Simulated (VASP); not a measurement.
# BaTiO3 (Pm-3m) in VASP: further runs

Runs on BaTiO3. Level: LDA. Tasks: single point.

Everything below comes from runs of VASP 6.6.1. Logs are shortened: lines on timing, memory, paths and dates and some standing lists are left out, and cuts for length are marked.

**1. Starting point**

It takes space group Pm-3m (No. 221, cubic). Conventional cell: a = 4.006 Å, b = 4.006 Å, c = 4.006 Å, α = 90.00°, β = 90.00°, γ = 90.00°. Ba (site symmetry m-3m) is surrounded by 12 O at 2.83 Å. Ti (site symmetry m-3m) has 6 O at 2.00 Å as nearest neighbours. O (site symmetry 4/mmm) is surrounded by 2 Ti at 2.00 Å.

**2. Single point, LDA**

File INCAR:

```
PREC = Accurate
ENCUT = 650
EDIFF = 1E-7
ISMEAR = 0
SIGMA = 0.05
LREAL = False
LASPH = True
NELM = 100
ALGO = Normal
ISIF = 2
LWAVE = False
LCHARG = False
GGA = CA
ADDGRID = False
```

File KPOINTS:

```
Automatic mesh
0
Gamma
  3 3 3
```

File POSCAR:

```
BaTiO3
1.0
    4.0060000000      0.0000000000      0.0000000000
    0.0000000000      4.0060000000      0.0000000000
    0.0000000000      0.0000000000      4.0060000000
Ba Ti O
1 1 3
Direct
    0.5000000000      0.5000000000      0.5000000000
    0.0000000000      0.0000000000      0.0000000000
    0.0000000000      0.0000000000      0.5000000000
    0.0000000000      0.5000000000      0.0000000000
    0.5000000000      0.0000000000      0.0000000000
```

Potentials or basis: VASP PAW LDA potentials, release 64 (Ba_sv, Ti_sv, O).

Run with:

```bash
> cat potpaw_LDA.64/Ba_sv/POTCAR potpaw_LDA.64/Ti_sv/POTCAR potpaw_LDA.64/O/POTCAR > POTCAR
> mpirun -np 1 vasp_std > vasp.out
```

OUTCAR:

```text
PREC = Accurate
   ENCUT = 650
   EDIFF = 1E-7
   ISMEAR = 0
   LREAL = False
   LASPH = True
   NELM = 100
   ISIF = 2
   GGA = CA

 Found      4 irreducible k-points:

 Following reciprocal coordinates:
            Coordinates               Weight
  0.000000  0.000000  0.000000      1.000000
  0.333333  0.000000  0.000000      6.000000
  0.333333  0.333333  0.000000     12.000000
  0.333333  0.333333  0.333333      8.000000
   k-points           NKPTS =      4   k-points in BZ     NKDIM =      4   number of bands    NBANDS=     24
   number of dos      NEDOS =    301   number of ions     NIONS =      5
   total plane-waves  NPLWV =  46656
   dimension x,y,z NGX =    36 NGY =   36 NGZ =   36
   dimension x,y,z NGXF=    72 NGYF=   72 NGZF=   72
   ions per type =               1   1   3
   NGX,Y,Z   is equivalent  to a cutoff of  14.94, 14.94, 14.94 a.u.
   NGXF,Y,Z  is equivalent  to a cutoff of  29.88, 29.88, 29.88 a.u.
 SYSTEM =  unknown system
   PREC   = accura    normal or accurate (medium, high low for compatibility)
   ISTART =      0    job   : 0-new  1-cont  2-samecut
   ICHARG =      2    charge: 1-file 2-atom 10-const
   ISPIN  =      1    spin polarized calculation?
   LNONCOLLINEAR =      F non collinear calculations
   LSORBIT =      F    spin-orbit coupling
   LASPH  =      T    aspherical Exc in radial PAW
   ENCUT  =  650.0 eV  47.77 Ry    6.91 a.u.   8.33  8.33  8.33*2*pi/ulx,y,z
   NELM   =    100;   NELMIN=  2; NELMDL= -5     # of ELM steps
   EDIFF  = 0.1E-06   stopping-criterion for ELM
   LREAL  =      F    real-space projection
   EDIFFG = 0.1E-05   stopping-criterion for IOM
   NSW    =      0    number of steps for IOM
   IBRION =     -1    ionic relax: 0-MD 1-quasi-New 2-CG
   NFREE  =      0    steps in history (QN), initial steepest desc. (CG)
   ISIF   =      2    stress and relaxation
   ISYM   =      2    0-nonsym 1-usesym 2-fastsym
   POTIM  = 0.5000    time-step for ionic-motion
   TEBEG  =    0.0;   TEEND  =   0.0 temperature during run
   PSTRESS=    0.0 pullay stress
   NELECT =      40.0000    total number of electrons
   NUPDOWN=      -1.0000    fix difference up-down
   EMIN   =  10.00;   EMAX   =-10.00  energy-range for DOS
   EFERMI =   0.00;   METHOD = LEGACY
   ISMEAR =     0;   SIGMA  =   0.05  broadening in eV -4-tet -1-fermi 0-gaus
   EFERMI_NEDOS =   21; number of points for ismear=-14 and -15
   IALGO  =     38    algorithm
   IMIX   =      4    mixing-type and parameters
     AMIX     =   0.40;   BMIX     =  1.00
     AMIX_MAG =   1.60;   BMIX_MAG =  1.00
  volume/ion in A,a.u.               =      12.86        86.77
  Fermi-wavevector in a.u.,A,eV,Ry     =   1.397603  2.641087 26.576187  1.953295
  Thomas-Fermi vector in A             =   2.520843
   LORBIT       =      0    0 simple, 1 ext, 2 COOP (PROOUT), +10 PAW based schemes
   GGA     = CA    functional components
   LHFCALC =     F    Hartree Fock is set to
   AEXX    =    0.0000 exact exchange contribution
   IVDW    =     0    specifies the selected vdW correction
   LEPSILON=     F    determine dielectric tensor
   LRPA    =     F    only Hartree local field effects (RPA)
 non-spin polarized calculation
 Gauss-broadening in eV      SIGMA  =   0.05
  energy-cutoff  :      650.00
  volume of cell :       64.29
 maximum number of plane-waves:      2469
 NGX is ok and might be reduce to    36
   NGX = 17   NGY = 17   NGZ = 17

 number of electron      39.9999998 magnetization

 Free energy of the ion-electron system (eV)
  ---------------------------------------------------
  ext. energy  EPLUGINS =         0.00000000
  ---------------------------------------------------
  free energy    TOTEN  =       -44.00676774 eV

  energy without entropy =      -44.00676774  energy(sigma->0) =      -44.00676774

 E-fermi :   3.7062     XC(G=0): -11.7240

 val. band max:        3.3778709842   @ k =   0.0000   0.0000   0.0000
 cond. band min:       5.0948102803   @ k =   0.0000   0.0000   0.0000
 fundamental gap:      1.7169392961
 Fermi energy:         3.7062296256

 k-point     1 :       0.0000    0.0000    0.0000
  band No.  band energies     occupation
      1     -52.4836      2.00000
      2     -29.0919      2.00000
      3     -29.0919      2.00000
      4     -29.0919      2.00000
      5     -21.1543      2.00000
      6     -13.0555      2.00000
[... 16 lines left out ...]
     23       5.0948      0.00000
     24       7.3540      0.00000

 k-point     2 :       0.3333    0.0000    0.0000
  band No.  band energies     occupation
      1     -52.4828      2.00000
      2     -29.1312      2.00000
      3     -29.0903      2.00000
      4     -29.0903      2.00000
      5     -21.0635      2.00000
      6     -13.2156      2.00000
[... 16 lines left out ...]
     23       6.5077      0.00000
     24       7.3611      0.00000

 k-point     3 :       0.3333    0.3333    0.0000
  band No.  band energies     occupation
      1     -52.4820      2.00000
      2     -29.1291      2.00000
      3     -29.1284      2.00000
      4     -29.0888      2.00000
      5     -20.9967      2.00000
      6     -12.9317      2.00000
[... 16 lines left out ...]
     23       6.8794      0.00000
     24       8.0952      0.00000

 k-point     4 :       0.3333    0.3333    0.3333
  band No.  band energies     occupation
      1     -52.4813      2.00000
      2     -29.1272      2.00000
      3     -29.1266      2.00000
      4     -29.1266      2.00000
      5     -20.9399      2.00000
      6     -12.5621      2.00000
[... 16 lines left out ...]
     23       7.0799      0.00000
     24      10.1642      0.00000

------------------------ aborting loop because EDIFF is reached ----------------------------------------

  FORCE on cell =-STRESS in cart. coord.  units (eV):
  Direction    XX          YY          ZZ          XY          YZ          ZX
  --------------------------------------------------------------------------------------
  -------------------------------------------------------------------------------------
  Total       -2.9030608     -2.9030608     -2.9030608     -0.0000000     -0.0000000      0.0000000
  in kB      -72.3492247    -72.3492247    -72.3492247     -0.0000000     -0.0000000      0.0000000
  external PRESSURE =     -72.3492247 kB  Pullay stress =       0.0000000 kB

 VOLUME and BASIS-vectors are now :
 -----------------------------------------------------------------------------
  energy-cutoff  :      650.00
  volume of cell :       64.29
      direct lattice vectors                 reciprocal lattice vectors
     4.006000000  0.000000000  0.000000000     0.249625562  0.000000000  0.000000000
     0.000000000  4.006000000  0.000000000     0.000000000  0.249625562  0.000000000
     0.000000000  0.000000000  4.006000000     0.000000000  0.000000000  0.249625562

 POSITION                                       TOTAL-FORCE (eV/Angst)
 -----------------------------------------------------------------------------------
      2.00300      2.00300      2.00300         0.000000      0.000000      0.000000
      0.00000      0.00000      0.00000         0.000000      0.000000      0.000000
      0.00000      0.00000      2.00300         0.000000      0.000000      0.000000
      0.00000      2.00300      0.00000         0.000000      0.000000      0.000000
      2.00300      0.00000      0.00000         0.000000      0.000000      0.000000
 -----------------------------------------------------------------------------------
    total drift:                                0.000000      0.000000     -0.000000

  FREE ENERGIE OF THE ION-ELECTRON SYSTEM (eV)
  ---------------------------------------------------
  free  energy   TOTEN  =       -44.0067677417 eV

  energy  without entropy=      -44.0067677417  energy(sigma->0) =      -44.00676774
```

OSZICAR:

```text
N       E                     dE             d eps       ncg     rms          rms(c)
DAV:   1     0.485135033989E+03    0.48514E+03   -0.23767E+04   192   0.206E+03
DAV:   2     0.166549165884E+01   -0.48347E+03   -0.47214E+03   216   0.522E+02
DAV:   3    -0.521417019698E+02   -0.53807E+02   -0.53139E+02   232   0.163E+02
DAV:   4    -0.547561752210E+02   -0.26145E+01   -0.26128E+01   272   0.354E+01
DAV:   5    -0.548260973102E+02   -0.69922E-01   -0.69917E-01   272   0.499E+00    0.224E+01
DAV:   6    -0.443755669124E+02    0.10451E+02   -0.73049E+01   288   0.756E+01    0.996E+00
DAV:   7    -0.441911325464E+02    0.18443E+00   -0.95603E+00   248   0.234E+01    0.592E+00
DAV:   8    -0.440271559749E+02    0.16398E+00   -0.12325E+00   256   0.108E+01    0.219E+00
DAV:   9    -0.440190181824E+02    0.81378E-02   -0.20317E-01   232   0.347E+00    0.928E-01
DAV:  10    -0.440130079475E+02    0.60102E-02   -0.12165E-01   256   0.264E+00    0.629E-01
DAV:  11    -0.440073247395E+02    0.56832E-02   -0.49851E-02   264   0.149E+00    0.191E-01
DAV:  12    -0.440067929214E+02    0.53182E-03   -0.28127E-03   240   0.489E-01    0.505E-02
DAV:  13    -0.440068061960E+02   -0.13275E-04   -0.76618E-04   272   0.178E-01    0.441E-02
DAV:  14    -0.440067694132E+02    0.36783E-04   -0.21780E-04   208   0.850E-02    0.155E-02
DAV:  15    -0.440067678340E+02    0.15792E-05   -0.12690E-05   280   0.303E-02    0.311E-03
DAV:  16    -0.440067677569E+02    0.77071E-07   -0.12141E-06   248   0.843E-03    0.338E-03
DAV:  17    -0.440067677417E+02    0.15165E-07   -0.62778E-08   104   0.230E-03
   1 F= -.44006768E+02 E0= -.44006768E+02  d E =-.583451E-21
```

It took 16 s on 1 thread of AMD EPYC 7R13 (Zen 3), shared host; peak memory 0.14 GiB.

These settings aren't checked as converged: the numbers below hold their error.

What came out:

| Property | Result |
| --- | --- |
| Free energy | -44.0068 eV |
| Pressure | -7.2 GPa |
| Band gap on the k mesh | 1.72 eV, direct |

Caveat: the k mesh is coarse (spacing up to 0.52 Å⁻¹), so the values aren't converged; spin-orbit coupling is left out, which moves the levels of the heavy elements; an odd mesh through Γ misses points on the zone boundary, where band edges often lie.

**3. Single point, LDA**

INCAR is that of step 2.

KPOINTS is that of step 2.

File POSCAR:

```
BaTiO3
1.0
    4.0060000000      0.0000000000      0.0000000000
    0.0000000000      4.0060000000      0.0000000000
    0.0000000000      0.0000000000      4.0060000000
Ba Ti O
1 1 3
Direct
    0.4701120000      0.5031600000      0.5056990000
   -0.0202070000      0.0016430000     -0.0204470000
   -0.0270160000     -0.0188640000      0.5097340000
   -0.0003670000      0.4971430000     -0.0056670000
    0.4958670000     -0.0087980000      0.0064420000
```

Potentials or basis: VASP PAW LDA potentials, release 64 (Ba_sv, Ti_sv, O).

Run with:

```bash
> cat potpaw_LDA.64/Ba_sv/POTCAR potpaw_LDA.64/Ti_sv/POTCAR potpaw_LDA.64/O/POTCAR > POTCAR
> mpirun -np 1 vasp_std > vasp.out
```

Wall time 42 s (1 thread of AMD EPYC 7R13 (Zen 3), shared host); peak memory 0.16 GiB.

These settings aren't checked as converged: the numbers below hold their error.

Results:

| Property | Result |
| --- | --- |
| Free energy | -44.0081 eV |
| Pressure | -5.9 GPa |
| Largest force | 0.669 eV/Å |
| Band gap on the k mesh | 2.06 eV, direct |

Caveat: the k mesh is coarse (spacing up to 0.52 Å⁻¹), so the values aren't converged; spin-orbit coupling is left out, which moves the levels of the heavy elements; an odd mesh through Γ misses points on the zone boundary, where band edges often lie.

**4. Single point, LDA**

INCAR: that of step 3 with these lines changed.

```diff
@@ -1,3 +1,3 @@
 PREC = Accurate
-ENCUT = 650
+ENCUT = 400
 EDIFF = 1E-7
```

File KPOINTS:

```
Automatic mesh
0
Gamma
  4 4 4
```

File POSCAR:

```
BaTiO3
1.0
    4.0060000000      0.0000000000      0.0000000000
    0.0000000000      4.0060000000      0.0000000000
    0.0000000000      0.0000000000      4.0060000000
Ba Ti O
1 1 3
Direct
    0.5000000000      0.5000000000      0.5000000000
    0.0000000000      0.0000000000      0.0000000000
    0.0000000000      0.0000000000      0.5000000000
    0.0000000000      0.5000000000      0.0000000000
    0.5000000000      0.0000000000      0.0000000000
```

Run with:

```bash
> cat potpaw_LDA.64/Ba_sv/POTCAR potpaw_LDA.64/Ti_sv/POTCAR potpaw_LDA.64/O/POTCAR > POTCAR
> mpirun -np 1 vasp_std > vasp.out
```

Wall time 15 s (1 thread of AMD EPYC 7R13 (Zen 3), shared host); peak memory 0.11 GiB.

The run converged, but some of its settings lie outside the range that counts as converged, so its numbers aren't taken as properties of the crystal.

Results:

| Property | Result |
| --- | --- |
| Free energy | -44.1306 eV |
| Band gap on the k mesh | 1.63 eV, indirect (least direct gap 1.78 eV) |

Caveat: the cutoff is under 1.25 times the usual one of these potentials, so pressure, stress and relaxed cells hold a basis-set (Pulay) error; spin-orbit coupling is left out, which moves the levels of the heavy elements.

**5. Single point, LDA**

INCAR is that of step 4.

KPOINTS is that of step 4.

File POSCAR:

```
BaTiO3
1.0
    4.0060000000      0.0000000000      0.0000000000
    0.0000000000      4.0060000000      0.0000000000
    0.0000000000      0.0000000000      4.0060000000
Ba Ti O
1 1 3
Direct
    0.4701120000      0.5031600000      0.5056990000
   -0.0202070000      0.0016430000     -0.0204470000
   -0.0270160000     -0.0188640000      0.5097340000
   -0.0003670000      0.4971430000     -0.0056670000
    0.4958670000     -0.0087980000      0.0064420000
```

Run with:

```bash
> cat potpaw_LDA.64/Ba_sv/POTCAR potpaw_LDA.64/Ti_sv/POTCAR potpaw_LDA.64/O/POTCAR > POTCAR
> mpirun -np 1 vasp_std > vasp.out
```

It took 49 s on 1 thread of AMD EPYC 7R13 (Zen 3), shared host; peak memory 0.13 GiB.

These settings aren't checked as converged: the numbers below hold their error.

What came out:

```
Free energy            : -44.1050 eV
Largest force          : 0.547 eV/Å
Band gap on the k mesh : 1.81 eV, indirect (least direct gap 2.09 eV)
```

Caveat: the cutoff is under 1.25 times the usual one of these potentials, so pressure, stress and relaxed cells hold a basis-set (Pulay) error; spin-orbit coupling is left out, which moves the levels of the heavy elements.
